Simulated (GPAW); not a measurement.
# CdSe (F-43m) in GPAW: a series of runs, part 2 of 2

GPAW 26.7.0.

## (4) Relaxation of cell and atoms, revPBE

run.py

```python
from ase.filters import FrechetCellFilter
from ase.io import read, write
from ase.optimize import FIRE
from gpaw import GPAW, PW

atoms = read('CdSe.xyz')

calc = GPAW(mode=PW(600),
            xc='revPBE',
            kpts={'size': (8, 8, 8), 'gamma': True},
            occupations={'name': 'fermi-dirac', 'width': 0.05},
            nbands=18,
            convergence={'density': 1e-05, 'forces': 0.0001},
            maxiter=150,
            txt='gpaw.txt')
atoms.calc = calc
opt = FIRE(FrechetCellFilter(atoms), trajectory='relax.traj', logfile='-')
done = opt.run(fmax=0.01, steps=60)
calc.write('gs.gpw')
write('result.traj', atoms)
print('Converged:', done)
print('Cell:', atoms.cell.cellpar().round(4))
print('Volume:', round(atoms.get_volume(), 4))
print(atoms.get_scaled_positions().round(5))
```

CdSe.xyz

```xyz
2
Lattice="0.0000000000 3.0702711986 3.0702711986 3.0702711986 0.0000000000 3.0702711986 3.0702711986 3.0702711986 0.0000000000" Properties=species:S:1:pos:R:3 pbc="T T T"
Cd     0.0000000000      0.0000000000      0.0000000000
Se     1.5351355993      1.5351355993      1.5351355993
```

Potentials or basis: the program's PAW data sets (release 1.2.1) made for this functional, pw.

Started as:

```console
OMP_NUM_THREADS=1 python run.py
```

gpaw.txt:

```text
__  _  _
 | _ |_)|_||  |
 |__||  | ||/\| - 26.7.0

Input parameters:
  mode=PW(ecut=600.0),
  convergence={'density': 1e-05, 'forces': 0.0001},
  kpts=MonkhorstPack(size=(8, 8, 8), gamma=True),
  maxiter=150,
  nbands=18,
  occupations=Occupations(name='fermi-dirac', width=0.05),
  xc=XC(name='revPBE')

Diagonalizing LCAO Hamiltonian
Converting LCAO to pw mode

            Se

       Cd

Atoms  # Å, Bohr magnetons
|   | symbol |        x |        y |        z |    initial magnetic moments |
|---|--------|----------|----------|----------|-----------------------------|
| 0 |     Cd | 0.000000 | 0.000000 | 0.000000 | ( 0.0000,  0.0000,  0.0000) |
| 1 |     Se | 1.535136 | 1.535136 | 1.535136 | ( 0.0000,  0.0000,  0.0000) |

Unit cell  # Å
| periodic |        x |        y |        z |  lengths |    angles |
|----------|----------|----------|----------|----------|-----------|
|      yes | 0.000000 | 3.070271 | 3.070271 | 4.342019 | 60.000000 |
|      yes | 3.070271 | 0.000000 | 3.070271 | 4.342019 | 60.000000 |
|      yes | 3.070271 | 3.070271 | 0.000000 | 4.342019 | 60.000000 |

Number of symmetries: 24
Symmetry operations  # r_c * U_cc + t_c -> r_c
|    | kind |            matrix            |
|----|------|------------------------------|
|  0 |  E   |  1, 0, 0,  0, 1, 0,  0, 0, 1 |
|  1 |  σ   |  1, 0, 0,  0, 0, 1,  0, 1, 0 |
|  2 |  σ   |  1, 0,-1,  0, 1,-1,  0, 0,-1 |
|  3 |  C3  |  1, 0,-1,  0, 0,-1,  0, 1,-1 |
|  4 |  C3  |  1,-1, 0,  0,-1, 1,  0,-1, 0 |
|  5 |  σ   |  1,-1, 0,  0,-1, 0,  0,-1, 1 |
|  6 |  σ   |  0, 1, 0,  1, 0, 0,  0, 0, 1 |
|  7 |  C3  |  0, 1, 0,  0, 0, 1,  1, 0, 0 |
|  8 |  C2  |  0, 1,-1,  1, 0,-1,  0, 0,-1 |
[... 209 lines left out ...]
Stress tensor  # eV/Ang^3
|         x |         y |         z |
|-----------|-----------|-----------|
| -0.015401 |  0.000000 |  0.000000 |
|  0.000000 | -0.015401 |  0.000000 |
|  0.000000 |  0.000000 | -0.015401 |

Forces  # eV/Ang
|       x |       y |       z |
|---------|---------|---------|
| 0.00000 | 0.00000 | 0.00000 |  # Cd   0
[... 1264 lines left out ...]

       Cd

Atoms  # Å, Bohr magnetons
|   | symbol |        x |        y |         z |    initial magnetic moments |
|---|--------|----------|----------|-----------|-----------------------------|
| 0 |     Cd | 0.000000 | 0.000000 | -0.000000 | ( 0.0000,  0.0000,  0.0000) |
| 1 |     Se | 1.563217 | 1.563217 |  1.563217 | ( 0.0000,  0.0000,  0.0000) |

Unit cell  # Å
| periodic |        x |        y |        z |  lengths |    angles |
|----------|----------|----------|----------|----------|-----------|
|      yes | 0.000000 | 3.126434 | 3.126434 | 4.421445 | 60.000000 |
|      yes | 3.126434 | 0.000000 | 3.126434 | 4.421445 | 60.000000 |
|      yes | 3.126434 | 3.126434 | 0.000000 | 4.421445 | 60.000000 |

Number of symmetries: 24
Symmetry operations  # r_c * U_cc + t_c -> r_c
|    | kind |            matrix            |
|----|------|------------------------------|
|  0 |  E   |  1, 0, 0,  0, 1, 0,  0, 0, 1 |
|  1 |  σ   |  1, 0, 0,  0, 0, 1,  0, 1, 0 |
|  2 |  σ   |  1, 0,-1,  0, 1,-1,  0, 0,-1 |
|  3 |  C3  |  1, 0,-1,  0, 0,-1,  0, 1,-1 |
|  4 |  C3  |  1,-1, 0,  0,-1, 1,  0,-1, 0 |
|  5 |  σ   |  1,-1, 0,  0,-1, 0,  0,-1, 1 |
|  6 |  σ   |  0, 1, 0,  1, 0, 0,  0, 0, 1 |
|  7 |  C3  |  0, 1, 0,  0, 0, 1,  1, 0, 0 |
|  8 |  C2  |  0, 1,-1,  1, 0,-1,  0, 0,-1 |
[... 205 lines left out ...]
Stress tensor  # eV/Ang^3
|         x |         y |         z |
|-----------|-----------|-----------|
|  0.000342 | -0.000000 |  0.000000 |
| -0.000000 |  0.000342 | -0.000000 |
|  0.000000 | -0.000000 |  0.000342 |

Forces  # eV/Ang
|        x |       y |        z |
|----------|---------|----------|
| -0.00000 | 0.00000 |  0.00000 |  # Cd   0
| -0.00000 | 0.00000 | -0.00000 |  # Se   1

Interpolating wave functions to new cell

            Se

       Cd

Atoms  # Å, Bohr magnetons
|   | symbol |        x |        y |         z |    initial magnetic moments |
|---|--------|----------|----------|-----------|-----------------------------|
| 0 |     Cd | 0.000000 | 0.000000 | -0.000000 | ( 0.0000,  0.0000,  0.0000) |
| 1 |     Se | 1.563152 | 1.563152 |  1.563152 | ( 0.0000,  0.0000,  0.0000) |

Unit cell  # Å
| periodic |         x |        y |        z |  lengths |    angles |
|----------|-----------|----------|----------|----------|-----------|
|      yes | -0.000000 | 3.126305 | 3.126305 | 4.421263 | 60.000000 |
|      yes |  3.126305 | 0.000000 | 3.126305 | 4.421263 | 60.000000 |
|      yes |  3.126305 | 3.126305 | 0.000000 | 4.421263 | 60.000000 |

Number of symmetries: 24
Symmetry operations  # r_c * U_cc + t_c -> r_c
|    | kind |            matrix            |
|----|------|------------------------------|
|  0 |  E   |  1, 0, 0,  0, 1, 0,  0, 0, 1 |
|  1 |  σ   |  1, 0, 0,  0, 0, 1,  0, 1, 0 |
|  2 |  σ   |  1, 0,-1,  0, 1,-1,  0, 0,-1 |
|  3 |  C3  |  1, 0,-1,  0, 0,-1,  0, 1,-1 |
|  4 |  C3  |  1,-1, 0,  0,-1, 1,  0,-1, 0 |
|  5 |  σ   |  1,-1, 0,  0,-1, 0,  0,-1, 1 |
|  6 |  σ   |  0, 1, 0,  1, 0, 0,  0, 0, 1 |
|  7 |  C3  |  0, 1, 0,  0, 0, 1,  1, 0, 0 |
|  8 |  C2  |  0, 1,-1,  1, 0,-1,  0, 0,-1 |
[... 200 lines left out ...]
Gap: 0.564 eV
Transition (v -> c):
  (s=0, k=0, n=8, [0.00, 0.00, 0.00]) -> (s=0, k=0, n=9, [0.00, 0.00, 0.00])
No difference between direct/indirect transitions

Stress tensor  # eV/Ang^3
|         x |        y |         z |
|-----------|----------|-----------|
|  0.000310 | 0.000000 | -0.000000 |
|  0.000000 | 0.000310 |  0.000000 |
| -0.000000 | 0.000000 |  0.000310 |

Forces  # eV/Ang
|       x |        y |       z |
|---------|----------|---------|
| 0.00000 |  0.00000 | 0.00000 |  # Cd   0
| 0.00000 | -0.00000 | 0.00000 |  # Se   1

# Writing to gs.gpw (mode='')
```

Run time: 1.8 min. Hardware: 1 thread of Arm Neoverse V1, shared host; peak memory 0.27 GiB.

Results:

| Item | Value |
| --- | --- |
| Free energy | -5.1354 eV |
| Relaxed volume | 30.56 Å³/atom |
| Relaxed cell | a = 4.421 Å, b = 4.421 Å, c = 4.421 Å, α = 60.00°, β = 60.00°, γ = 60.00° |
| Space group after relaxing (to 0.05 Å) | F-43m (No. 216) |
| Energy gained by relaxing | 11.7 meV/atom |
| Ionic steps | 8 |
| Pressure after relaxing | 0.0 GPa |
| Band gap on the k mesh | 0.56 eV, direct |

Step by step:
```
step  energy change (eV)  largest force (eV/Å)  pressure (GPa)  volume (Å³)
   1              0.0000                0.0000            2.47        57.88
   2             -0.0056                0.0000            2.12        58.27
   3             -0.0139                0.0000            1.51        59.00
   4             -0.0209                0.0000            0.74        59.99
   5             -0.0233                0.0000           -0.06        61.13
   6             -0.0233                0.0000           -0.06        61.12
   7             -0.0233                0.0000           -0.05        61.12
   8             -0.0233                0.0000           -0.05        61.11
```

Final structure:
```
CELL_PARAMETERS angstrom
0.00000 3.12630 3.12630
3.12630 0.00000 3.12630
3.12630 3.12630 0.00000
ATOMIC_POSITIONS crystal
Cd 0.00000 0.00000 0.00000
Se 0.25000 0.25000 0.25000
```

Caveat: later steps reuse the first step's grids.

## (5) Single point, PBE

run.py

```python
from ase.dft.bandgap import bandgap
from ase.io import read, write
from ase.units import GPa
from gpaw import GPAW, PW

atoms = read('CdSe.cif')

calc = GPAW(mode=PW(900),
            xc='PBE',
            kpts={'size': (6, 6, 6), 'gamma': True},
            occupations={'name': 'fermi-dirac', 'width': 0.05},
            nbands=18,
            convergence={'density': 1e-05, 'energy': 1e-05},
            maxiter=60,
            txt='gpaw.txt')
atoms.calc = calc
energy = atoms.get_potential_energy()
forces = atoms.get_forces()
stress = atoms.get_stress()
calc.write('gs.gpw')
write('result.traj', atoms)
print(f'Energy: {energy:.6f} eV')
print('Forces (eV/A):')
print(forces.round(4))
print('Stress (GPa):', (stress / GPa).round(3))
print('Fermi level:', round(calc.get_fermi_level(), 4), 'eV')
print(f'Gap: {bandgap(calc)[0]:.4f} eV, direct: {bandgap(calc, direct=True)[0]:.4f} eV')
```

CdSe.cif

```cif
data_CdSe
_cell_length_a 4.34201917
_cell_length_b 4.34201917
_cell_length_c 4.34201917
_cell_angle_alpha 60.00000000
_cell_angle_beta 60.00000000
_cell_angle_gamma 60.00000000
_space_group_name_H-M_alt 'P1'
_space_group_name_Hall 'P 1'
_space_group_IT_number 1
loop_
_space_group_symop_operation_xyz
'x,y,z'
loop_
_atom_site_label
_atom_site_type_symbol
_atom_site_symmetry_multiplicity
_atom_site_Wyckoff_symbol
_atom_site_fract_x
_atom_site_fract_y
_atom_site_fract_z
_atom_site_occupancy
Cd1 Cd 1 a 0.0000000000 0.0000000000 0.0000000000 1
Se1 Se 1 a 0.2500000000 0.2500000000 0.2500000000 1
```

Potentials or basis: GPAW PAW data sets (gpaw-data 1.2.1), pw.

Started as:

```console
OMP_NUM_THREADS=1 python run.py
```

gpaw.txt:

```text
__  _  _
 | _ |_)|_||  |
 |__||  | ||/\| - 26.7.0

Input parameters:
  mode=PW(ecut=900.0000000000001),
  convergence={'density': 1e-05, 'energy': 1e-05},
  kpts=MonkhorstPack(size=(6, 6, 6), gamma=True),
  maxiter=60,
  nbands=18,
  occupations=Occupations(name='fermi-dirac', width=0.05),
  xc=XC(name='PBE')

Diagonalizing LCAO Hamiltonian
Converting LCAO to pw mode

             Se
       Cd

Atoms  # Å, Bohr magnetons
|   | symbol |        x |        y |        z |    initial magnetic moments |
|---|--------|----------|----------|----------|-----------------------------|
| 0 |     Cd | 0.000000 | 0.000000 | 0.000000 | ( 0.0000,  0.0000,  0.0000) |
| 1 |     Se | 2.171010 | 1.253433 | 0.886311 | ( 0.0000,  0.0000,  0.0000) |

Unit cell  # Å
| periodic |        x |        y |        z |  lengths |    angles |
|----------|----------|----------|----------|----------|-----------|
|      yes | 4.342019 | 0.000000 | 0.000000 | 4.342019 | 60.000000 |
|      yes | 2.171010 | 3.760299 | 0.000000 | 4.342019 | 60.000000 |
|      yes | 2.171010 | 1.253433 | 3.545244 | 4.342019 | 60.000000 |

[... 175 lines left out ...]

Energy contributions:
  Kinetic:          18.247690
  Coulomb:         -16.632079
  Zero:              0.050453
  External:          0.000000
  Xc:               -7.352821
  Entropy:          -0.000049
  Spinorbit:         0.000000
  ----------------------------
  Free energy:      -5.686805
  Extrapolated:     -5.686781

dipole moment: (-33.060369, -19.087413, -13.496839)  # |e|*Ang

Fermi level: 3.638
Eigenvalues  # (at kpt = [0.000, 0.000, 0.000])
| band index |      eig [eV] | occ [0-2] |
|------------|---------------|-----------|
|          0 |        -9.102 |     2.000 |
|          1 |        -4.465 |     2.000 |
|          2 |        -4.465 |     2.000 |
|          3 |        -4.465 |     2.000 |
|          4 |        -4.116 |     2.000 |
|          5 |        -4.116 |     2.000 |
[... 10 lines left out ...]
|         16 |        15.352 |     0.000 |
|         17 |        15.352 |     0.000 |

Gap: 0.543 eV
Transition (v -> c):
  (s=0, k=0, n=8, [0.00, 0.00, 0.00]) -> (s=0, k=0, n=9, [0.00, 0.00, 0.00])
No difference between direct/indirect transitions

Forces  # eV/Ang
|        x |        y |        z |
|----------|----------|----------|
|  0.00000 |  0.00000 | -0.00000 |  # Cd   0
| -0.00000 | -0.00000 |  0.00000 |  # Se   1

Stress tensor  # eV/Ang^3
|         x |         y |         z |
|-----------|-----------|-----------|
| -0.006808 | -0.000000 |  0.000000 |
|  0.000000 | -0.006808 |  0.000000 |
|  0.000000 | -0.000000 | -0.006808 |

# Writing to gs.gpw (mode='')
```

Run time: 16 s. Hardware: 1 thread of Arm Neoverse V1, shared host; peak memory 0.19 GiB.

What came out:

```yaml
Free_energy: -5.6868 eV
Pressure: 1.1 GPa
Band_gap_on_the_k_mesh: 0.54 eV, direct
```

Levels at points of the mesh, in eV from the valence-band top:
| k point | band 7 | band 8 | band 9 | band 10 | band 11 | band 12 |
| --- | --- | --- | --- | --- | --- | --- |
| (0.00, 0.00, 0.00) | 0.00 | 0.00 | 0.00 | 0.54 | 5.91 | 5.91 |
| (0.50, 0.50, 0.00) | -3.96 | -1.77 | -1.77 | 3.19 | 3.73 | 8.95 |
| (0.50, 0.50, 0.50) | -4.23 | -0.72 | -0.72 | 2.35 | 6.43 | 6.43 |

As with any semilocal functional, this PBE gap is likely too small.

## (6) The runs side by side

```csv
task,level,potentials or basis,cell,k mesh,cutoff (eV),maxiter,optimizer,fmax,max steps,convergence,other keys,gap on the mesh (eV),pressure (GPa),relaxed volume (Å³/atom)
relaxation of cell and atoms,PBEsol,"PAW data sets generated in the run's folder for this functional, pw",relaxed,8 × 8 × 8,600,150,FIRE,0.01 eV/Å,100,density=1e-05 forces=0.0001,-,0.48,0.1,27.99
relaxation of cell and atoms,RPBE,"the program's PAW data sets (release 1.2.1) made for this functional, pw",relaxed to 20 GPa,8 × 8 × 8,600,150,FIRE,0.02 eV/Å,40,density=1e-05 forces=0.0001,-,1.11,19.9,-
relaxation of cell and atoms,revPBE,"the program's PAW data sets (release 1.2.1) made for this functional, pw",relaxed,8 × 8 × 8,600,150,FIRE,0.01 eV/Å,60,density=1e-05 forces=0.0001,-,0.56,0.0,30.56
single point,PBE,"GPAW PAW data sets (gpaw-data 1.2.1), pw",as given,6 × 6 × 6,900,60,-,-,-,-,"several, not listed",0.54,1.1,-
```

Alike in all rows: no spin polarisation; smearing fermi-dirac 0.05 eV.

Caveats: later steps reuse the first step's grids (some runs); the volume moved by over 15 % at a fixed basis, so the end points are rough (some runs).

Total energies depend on the potentials used, so only differences within one code and one set of settings carry meaning.
